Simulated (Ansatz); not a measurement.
Li: levels along high-symmetry lines

```
CELL_PARAMETERS angstrom
0.00000 2.20200 2.20200
2.20200 0.00000 2.20200
2.20200 2.20200 0.00000
ATOMIC_POSITIONS crystal
Li 0.00000 0.00000 0.00000
```

The cell is COD entry 9008473, as deposited and not checked against the literature; nothing was relaxed.

All numbers below come from DFT, PBE, all-electron LAPW, scalar-relativistic (Ansatz 0.2.0).

The runs use a Γ-centred 16×16×16 k mesh, Fermi–Dirac smearing of 0.05 eV, basis error target 0.5 meV/atom, no spin polarisation.

Points in fractions of the reciprocal vectors of this cell: Γ (0, 0, 0), X (0.5, 0, 0.5), U (0.625, 0.25, 0.625), K (0.375, 0.375, 0.75), L (0.5, 0.5, 0.5), W (0.5, 0.25, 0.75). The path joins them by straight lines in the order Γ–X–U–K–Γ–L–W–X; legs that retrace an earlier one aren't tabulated. Energies are in eV from the Fermi level.

Q: Metal or insulator at this level of theory?

A: No gap opens: metallic or semimetallic.

Q: Tabulate bands 1 to 4, counted from the lowest band of the run, along the path.

A: 
```tsv
k (1/Å)	point	band 1	band 2	band 3	band 4
0.00	Γ	-46.58	-3.48	13.85	13.85
0.20		-46.58	-3.36	13.08	13.08
0.41		-46.58	-3.00	11.75	11.75
0.61		-46.57	-2.40	10.50	10.50
0.82		-46.57	-1.55	9.49	9.49
1.02		-46.56	-0.47	7.72	8.76
1.22		-46.56	0.75	5.60	8.31
1.43	X	-46.56	1.51	4.53	8.17
1.50		-46.56	1.53	4.53	7.92
1.57		-46.56	1.59	4.50	7.42
1.64		-46.56	1.69	4.42	6.89
1.71		-46.56	1.82	4.25	6.46
1.79		-46.56	2.00	3.94	6.19
1.86		-46.56	2.21	3.50	6.11
1.93	U	-46.56	2.46	2.99	6.15
2.06		-46.56	2.43	2.95	6.14
2.18		-46.56	2.26	3.14	6.08
2.31		-46.56	2.15	3.27	6.02
2.43		-46.56	2.15	3.27	6.02
2.56		-46.56	2.26	3.14	6.08
2.68		-46.56	2.43	2.95	6.14
2.80	K	-46.56	2.46	2.99	6.15
3.02		-46.56	1.37	3.45	6.67
3.24		-46.57	-0.10	4.78	7.54
3.45		-46.57	-1.32	6.44	8.64
3.67		-46.57	-2.27	8.42	9.94
3.89		-46.58	-2.94	10.63	11.41
4.10		-46.58	-3.35	12.81	12.95
4.32	Γ	-46.58	-3.48	13.85	13.85
4.49		-46.58	-3.39	12.90	13.65
4.67		-46.58	-3.12	10.90	13.24
4.85		-46.57	-2.68	8.74	12.83
5.02		-46.57	-2.06	6.71	12.52
5.20		-46.57	-1.28	4.91	12.32
5.38		-46.57	-0.45	3.45	12.22
5.55	L	-46.57	0.03	2.76	12.20
5.70		-46.57	0.10	2.79	11.82
5.84		-46.57	0.34	2.86	10.72
5.99		-46.56	0.72	2.98	9.24
6.13		-46.56	1.26	3.12	7.74
6.27		-46.56	1.95	3.26	6.34
6.42		-46.56	2.76	3.37	5.09
6.56	W	-46.56	3.41	3.41	4.29
6.66		-46.56	2.91	3.99	4.30
6.77		-46.56	2.48	4.33	4.64
6.87		-46.56	2.13	4.38	5.36
6.97		-46.56	1.86	4.43	6.14
7.07		-46.56	1.67	4.48	6.96
7.17		-46.56	1.55	4.52	7.75
7.28	X	-46.56	1.51	4.53	8.17
```
